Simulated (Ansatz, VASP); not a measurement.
## SiC: VASP beside Ansatz

The input POSCAR:

```
SiC
1.0
    0.0000000000      2.2651744388      2.2651744388
    2.2651744388      0.0000000000      2.2651744388
    2.2651744388      2.2651744388      0.0000000000
Si C
1 1
Direct
    0.0000000000      0.0000000000      0.0000000000
    0.2500000000      0.2500000000      0.2500000000
```

File INCAR.step1:

```
PREC     = Accurate       # precision mode
ENCUT    = 520            # plane-wave cutoff, eV
ISMEAR   = 0              # smearing method
SIGMA    = 0.01           # smearing width, eV
LREAL    = F              # projectors in reciprocal space
LASPH    = T              # aspherical terms in the spheres
NELM     = 100            # most SCF steps
NBANDS   = 11             # bands
GGA      = PE             # functional
ALGO     = Normal         # electronic algorithm
EDIFF    = 1E-4           # SCF threshold, eV
LWAVE    = T              # write WAVECAR
LCHARG   = F              # write CHGCAR
```

File INCAR.step2:

```
PREC     = Accurate       # precision mode
ENCUT    = 520            # plane-wave cutoff, eV
EDIFF    = 1E-7           # SCF threshold, eV
ISMEAR   = 0              # smearing method
SIGMA    = 0.01           # smearing width, eV
LREAL    = F              # projectors in reciprocal space
LASPH    = T              # aspherical terms in the spheres
NELM     = 100            # most SCF steps
ALGO     = Normal         # electronic algorithm
ISIF     = 2              # what is computed and relaxed
LWAVE    = F              # write WAVECAR
LCHARG   = F              # write CHGCAR
METAGGA  = R2SCAN         # meta-GGA
LMIXTAU  = T            
NBANDS   = 11             # bands
ISTART   = 1
```

The input KPOINTS:

```
Automatic mesh
0
Gamma
  10 10 10
```

Input for Ansatz:

```yaml
crystal:
  lattice:
    - [0.0, 2.2651744388, 2.2651744388]
    - [2.2651744388, 0.0, 2.2651744388]
    - [2.2651744388, 2.2651744388, 0.0]
  atoms:
    - { symbol: Si, position: [0.0, 0.0, 0.0] }
    - { symbol: C, position: [0.25, 0.25, 0.25] }
kpoints:
  mp_grid: { grid: [10, 10, 10] }
  band_path:
    path:
      - [0.0, 0.0, 0.0]
      - [-0.5, -0.5, 0.0]
      - [-0.375, -0.375, 0.25]
      - [-0.375, 0.0, 0.375]
      - [0.0, 0.0, 0.5]
      - [-0.5, -0.25, 0.25]
    npoints: 1
hamiltonian:
  xc: r2scan
scf:
  occupations: { method: fixed }
  n_extra_bands: 4
output:
  forces: true
  stress: true
  eigenvalues: true
```

Change from the starting cell: hydrostatic strain +4.0%.

Alike in both runs: task single point; functional r2SCAN; k mesh 10 × 10 × 10; no spin polarisation.

|  | VASP | Ansatz |
| --- | --- | --- |
| version | VASP 6.6.1 | Ansatz 0.2.0 |
| potentials or method | VASP PAW PBE potentials, release 64 (Si, C) | plane waves, PAW |
| plane-wave cutoff (eV) | 520 | 500 |
| occupations | gaussian, width 0.01 eV | fixed |
| valence electrons in the cell | 8 | 8 |

```tsv
	VASP	Ansatz	Ansatz less VASP
gap on the k mesh at the Fermi level (eV)	1.79	1.78	-0.008
pressure (GPa)	-21.3	-21.2	+0.10
```

Caveats: so large a pressure means that the cell lies far from this level's equilibrium, or that cutoff or potentials fall short (VASP); the potentials were made for another functional, which shifts forces and pressure (VASP). A k mesh can miss the band edges.
